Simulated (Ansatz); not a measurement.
# WC: the cost of one run

Computed with Ansatz 0.2.0 (DFT PBE, scalar-relativistic, plane waves, PAW, unless a step's input says otherwise).

2 further runs of the same task are left out: 2 set aside as unsound or not needed.

### 1 The system as given

It takes space group P-6m2 (No. 187, hexagonal). The conventional cell has a = 2.922 Å, b = 2.922 Å, c = 2.847 Å, α = 90.00°, β = 90.00°, γ = 120.00°. Around W (site symmetry -6m2) lie 6 C at 2.21 Å. Around C (site symmetry -6m2) lie 6 W at 2.21 Å.

As a file:

```xyz
2
Lattice="2.9218 0.0000 0.0000 -1.4609 2.5303 0.0000 0.0000 0.0000 2.8471" Properties=species:S:1:pos:R:3 pbc="T T T"
W     0.0000    0.0000    0.0000
C     1.4609    0.8434    1.4235
```

This cell was relaxed beforehand with the same method: volume 10.52 Å³/atom, gap on the mesh none (metal).

### 2 Bulk reference on the slab's mesh

input.yaml

```yaml
crystal:
  lattice:
    - [2.8470758829, 0.0, 0.0]
    - [0.0, 2.921771651, 0.0]
    - [0.0, -1.4608858255, 2.5303284738]
  atoms:
    - { symbol: W, position: [0.0, 0.0, 0.0] }
    - { symbol: C, position: [0.5, 0.3333333333, 0.6666666667] }
basis:
  ecutwfc: 420
kpoints:
  mp_grid: { grid: [12, 12, 14] }
hamiltonian:
  xc: pbe
scf:
  occupations: { method: gaussian, width: 0.1 }
output:
  forces: true
  stress: true
  eigenvalues: true
```

Command:

```
$ ansatz run input.yaml --threads 1 --pin off --max-ram 2560MiB --backend cpu --events-out ev --progress --plain --runs-dir out
```

**Question.** How long does this run take on 1 thread of Arm Neoverse V1, shared host, and how much memory does it need?

About 15 s, with a peak of 0.47 GiB.
